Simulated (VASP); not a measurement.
Runs of VASP 6.6.1 on ZnO. It takes space group P6_3mc (No. 186, hexagonal). The conventional cell has a = 3.249 Å, b = 3.249 Å, c = 5.206 Å, α = 90.00°, β = 90.00°, γ = 120.00°. Zn (site symmetry 3m) is surrounded by 4 O at 1.97 to 1.98 Å. O (site symmetry 3m) is surrounded by 4 Zn at 1.97 to 1.98 Å. 

```tsv
level	potentials or basis	gap on the mesh (eV)	pressure (GPa)	relaxed volume (Å³/atom)
PBE	VASP PAW PBE potentials, release 64 (Zn, O)	0.72	0.1	(b)
PBEsol	VASP PAW PBE potentials, release 64 (Zn, O)	0.68	0.0	11.84
PBE+D3(BJ)	VASP PAW PBE potentials, release 64 (Zn, O)	0.75	0.0	(a)
LDA	VASP PAW LDA potentials, release 64 (Zn, O)	0.80	0.0	11.40
rev-vdW-DF2	VASP PAW PBE potentials, release 64 (Zn, O)	0.75	0.0	(c)
```

Alike in all rows: task relaxation of cell and atoms; no spin polarisation; cell relaxed; k mesh 9 × 9 × 5; cutoff (eV) 600; smearing gaussian 0.03 eV.

Estimate the missing entries.

(a) 12.13; (b) 12.39; (c) 12.12.

Caveats: an odd mesh through Γ misses points on the zone boundary, where band edges often lie; the PAW data sets were made with another functional, which shifts forces and pressure a little (some runs).

Not every run made on this cell is shown here.
